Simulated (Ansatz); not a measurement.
**Band table of K2S**

```yaml
crystal:
  lattice:
    - [0.00000, 2.72287, 2.72287]
    - [2.72287, 0.00000, 2.72287]
    - [2.72287, 2.72287, 0.00000]
  atoms:
    - { symbol: K, position: [0.25000, 0.25000, 0.25000] }
    - { symbol: K, position: [0.75000, 0.75000, 0.75000] }
    - { symbol: S, position: [0.00000, 0.00000, 0.00000] }
```

The base volume is that of a database entry, so it needn't be at zero pressure; the structure needn't be the stable phase, at rest or compressed.

Level of theory: DFT with PBEsol, scalar-relativistic, in Ansatz 0.2.0; a Γ-centred 7×7×7 k mesh, Fermi–Dirac smearing of 0.03 eV, no spin polarisation. LAPW: all electrons, basis error target 1 meV/atom.

This run: volume at 0.4 of the series' base cell.

The structure type is held throughout; the real material can change phase at far lower pressure.

Path points, in fractions of the reciprocal vectors: Γ (0.000, 0.000, 0.000), X (0.500, 0.000, 0.500), U (0.625, 0.250, 0.625), K (0.375, 0.375, 0.750), L (0.500, 0.500, 0.500), W (0.500, 0.250, 0.750). The distance column jumps between branches of the path. Levels in eV from the valence-band top; bands 15 to 27, counted from the lowest band of the run. The gap is 1.90 eV, the pressure 114.2 GPa.

```
# k(1/Å) point b15 b16 b17 b18 b19 b20 b21 b22 b23 b24 b25 b26 b27
0.000 Γ -14.44 -14.44 -14.44 -12.50 -12.50 -12.50 -11.33 -3.28 -3.28 -3.28 2.58 2.58 4.06
0.192 - -14.52 -14.52 -14.27 -13.27 -12.46 -12.46 -10.75 -3.35 -3.07 -3.07 2.69 2.82 4.41
0.385 - -14.73 -14.73 -14.46 -13.79 -12.35 -12.35 -10.07 -3.44 -2.49 -2.49 3.01 3.34 5.29
0.577 - -15.62 -14.99 -14.99 -13.10 -12.21 -12.21 -9.64 -3.37 -1.67 -1.67 3.49 3.52 6.53
0.769 - -16.58 -15.23 -15.23 -12.35 -12.07 -12.07 -9.44 -3.11 -0.83 -0.83 2.94 4.16 6.90
0.961 - -17.21 -15.39 -15.39 -11.96 -11.96 -11.75 -9.38 -2.75 -0.22 -0.22 2.23 4.78 5.64
1.154 X -17.43 -15.44 -15.44 -11.93 -11.93 -11.52 -9.36 -2.57 0.00 0.00 1.91 5.06 5.18
1.222 - -17.43 -15.44 -15.43 -11.95 -11.94 -11.53 -9.35 -2.54 -0.03 -0.02 1.93 5.09 5.19
1.290 - -17.41 -15.43 -15.40 -12.02 -11.98 -11.54 -9.30 -2.44 -0.12 -0.06 1.99 5.18 5.21
1.358 - -17.38 -15.41 -15.36 -12.12 -12.05 -11.55 -9.24 -2.30 -0.24 -0.14 2.04 5.26 5.32
1.426 - -17.34 -15.39 -15.29 -12.26 -12.14 -11.58 -9.15 -2.10 -0.36 -0.25 2.06 5.34 5.51
1.494 - -17.28 -15.35 -15.20 -12.43 -12.25 -11.61 -9.06 -1.89 -0.47 -0.38 2.04 5.46 5.75
1.562 U -17.21 -15.30 -15.10 -12.61 -12.37 -11.65 -8.97 -1.66 -0.57 -0.54 1.99 5.61 6.03
2.268 K -17.21 -15.30 -15.10 -12.61 -12.37 -11.65 -8.97 -1.66 -0.57 -0.54 1.99 5.61 6.03
2.472 - -16.88 -15.10 -14.69 -13.19 -12.83 -11.79 -8.80 -1.13 -1.11 -0.87 1.90 5.87 6.10
2.676 - -16.36 -14.80 -14.17 -13.72 -13.32 -11.97 -8.88 -1.79 -1.48 -1.08 2.48 5.26 5.53
2.880 - -15.67 -14.45 -14.10 -13.78 -13.59 -12.16 -9.21 -2.40 -2.29 -1.63 3.30 4.36 5.13
3.084 - -14.95 -14.32 -14.14 -13.98 -13.05 -12.33 -9.81 -2.92 -2.88 -2.42 3.15 3.48 5.14
3.288 - -14.55 -14.42 -14.36 -13.18 -12.65 -12.46 -10.66 -3.22 -3.18 -3.05 2.74 2.82 4.44
3.492 Γ -14.44 -14.44 -14.44 -12.50 -12.50 -12.50 -11.33 -3.28 -3.28 -3.28 2.58 2.58 4.06
3.659 - -14.47 -14.43 -14.43 -12.97 -12.56 -12.56 -10.82 -3.21 -3.18 -3.18 2.72 2.72 4.32
3.825 - -14.62 -14.39 -14.39 -13.59 -12.72 -12.72 -10.05 -2.95 -2.90 -2.90 3.11 3.11 4.90
3.992 - -14.99 -14.31 -14.31 -13.90 -12.94 -12.94 -9.40 -2.47 -2.47 -2.43 3.68 3.68 5.13
4.158 - -15.42 -14.19 -14.19 -13.99 -13.20 -13.20 -8.93 -1.99 -1.99 -1.72 4.29 4.29 4.69
4.325 - -15.72 -14.04 -14.04 -14.02 -13.46 -13.46 -8.65 -1.58 -1.58 -1.03 4.23 4.71 4.71
4.491 L -15.83 -14.03 -13.94 -13.94 -13.60 -13.60 -8.56 -1.42 -1.42 -0.74 4.07 4.81 4.81
4.627 - -15.98 -14.36 -14.00 -13.97 -13.36 -13.22 -8.58 -1.40 -1.38 -0.73 3.43 4.90 5.57
4.763 - -16.31 -14.83 -14.02 -13.95 -12.92 -12.73 -8.65 -1.36 -1.29 -0.71 2.73 5.17 6.50
4.899 - -16.67 -15.24 -13.99 -13.93 -12.47 -12.30 -8.74 -1.28 -1.20 -0.68 2.31 5.56 6.32
5.035 - -16.98 -15.55 -13.94 -13.91 -12.09 -11.97 -8.83 -1.19 -1.14 -0.69 2.22 5.86 6.12
5.171 - -17.18 -15.74 -13.90 -13.89 -11.86 -11.75 -8.89 -1.12 -1.11 -0.76 2.37 5.69 5.79
5.307 W -17.24 -15.81 -13.89 -13.89 -11.78 -11.68 -8.91 -1.09 -1.09 -0.80 2.48 5.62 5.62
5.403 - -17.26 -15.78 -14.32 -13.43 -11.80 -11.66 -8.94 -1.41 -0.78 -0.75 2.44 5.50 5.70
5.499 - -17.30 -15.71 -14.70 -12.98 -11.84 -11.62 -9.02 -1.75 -0.62 -0.52 2.35 5.38 5.66
5.596 - -17.35 -15.62 -15.01 -12.57 -11.87 -11.58 -9.14 -2.06 -0.43 -0.30 2.21 5.29 5.49
5.692 - -17.39 -15.53 -15.25 -12.23 -11.90 -11.55 -9.25 -2.33 -0.22 -0.14 2.07 5.23 5.27
5.788 - -17.42 -15.47 -15.39 -12.00 -11.92 -11.53 -9.33 -2.51 -0.06 -0.03 1.96 5.12 5.19
5.884 X -17.43 -15.44 -15.44 -11.93 -11.93 -11.52 -9.36 -2.57 0.00 0.00 1.91 5.06 5.18
```
